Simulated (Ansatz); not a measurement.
# BAs: the cost of one run

Program: Ansatz 0.2.0. Level of theory: DFT PBEsol, scalar-relativistic, plane waves, PAW. These are calculated values, not measurements.

1 further run of the same task is left out (set aside as unsound or not needed).

## 1. Starting point

The structure is cubic, space group F-43m (No. 216). The conventional cell has a = 4.768 Å, b = 4.768 Å, c = 4.768 Å, α = 90.00°, β = 90.00°, γ = 90.00°. B (site symmetry -43m) has 4 As at 2.06 Å as nearest neighbours. As (site symmetry -43m) is surrounded by 4 B at 2.06 Å.

As a file:

```
B As
1.0
     0.00000    2.38394    2.38394
     2.38394    0.00000    2.38394
     2.38394    2.38394    0.00000
B As
1 1
Direct
  0.00000 0.00000 0.00000
  0.75000 0.75000 0.75000
```

This cell was relaxed beforehand with the same method: volume 13.55 Å³/atom, gap on the mesh 1.08 eV.

## 2. Relaxing at 30 GPa

At a set pressure the run lowers the enthalpy E + PV, so the energy alone may rise along the way.

input.yaml reads:

```yaml
crystal:
  lattice:
    - [0.0, 2.3839379056, 2.3839379056]
    - [2.3839379056, 0.0, 2.3839379056]
    - [2.3839379056, 2.3839379056, 0.0]
  atoms:
    - { symbol: B, position: [0.0, 0.0, 0.0] }
    - { symbol: As, position: [0.75, 0.75, 0.75] }
basis:
  ecutwfc: 420
kpoints:
  mp_grid: { grid: [10, 10, 10] }
hamiltonian:
  xc: pbesol
scf:
  occupations: { method: fixed }
output:
  forces: true
  stress: true
  eigenvalues: true
relax:
  adjacent_minimum: "off"
  f_tol: 0.001
  max_steps: 60
  cell: { stress_tol: 0.02, p_target: 30.0 }
```

Run with:

```sh
ansatz run input.yaml --threads 1 --pin off --max-ram 3072MiB --backend cpu --events-out ev --progress --plain --runs-dir out
```

What time and memory should one allow on 1 thread of Intel Xeon Platinum 8259CL at 2.50GHz (Skylake/Cascade Lake), shared host?

About 16 s, with a peak of 0.38 GiB.
